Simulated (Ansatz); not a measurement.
**TaN (P6/mmm)**

Computed with DFT r2SCAN, scalar-relativistic, plane waves, PAW in Ansatz 0.2.0.

Settings: cutoff 500 eV, Γ-centred mesh 9×9×12 on the computed 6-atom cell, Gaussian smearing of 0.10 eV; no spin polarisation.

The structure is relaxed at this level of theory with its symmetry kept. This form isn't the usual stable structure of the compound.

```cif
data_structure
_symmetry_space_group_name_H-M 'P6/mmm'
_symmetry_Int_Tables_number 191
_cell_length_a 5.2399
_cell_length_b 5.2399
_cell_length_c 2.9042
_cell_angle_alpha 90.000
_cell_angle_beta 90.000
_cell_angle_gamma 120.000
_cell_volume 69.05
loop_
_atom_site_label
_atom_site_type_symbol
_atom_site_symmetry_multiplicity
_atom_site_Wyckoff_symbol
_atom_site_fract_x
_atom_site_fract_y
_atom_site_fract_z
_atom_site_occupancy
Ta1 Ta 1 a 0.00000 0.00000 0.00000 1
Ta2 Ta 2 d 0.33333 0.66667 0.50000 1
N1 N 3 f 0.50000 0.00000 0.00000 1
```

```json
{"Space group": "P6/mmm (No. 191)", "Volume per atom": "11.51 Å³", "Formation energy from the elements' standard states (uncorrected)": "-0.881 eV/atom", "Generalised Kohn–Sham band gap": "none (metal)", "Density of states at the Fermi level": "0.51 states/eV per cell", "Löwdin character within 0.5 eV of the Fermi level": "Ta 5d 81 %, N 2p 11 %", "Bulk modulus": "298 GPa", "Its pressure derivative": "4.1", "Bader charges (e)": "Ta (1 in the cell) 0.76, Ta (2 in the cell) 2.25, N (3 in the cell) -1.75"}
```

Spin-orbit coupling is left out, which matters for the bands of heavy elements.

Cost: 6 runs of about 12 core-minutes in all, on Arm Neoverse V1 (shared hosts).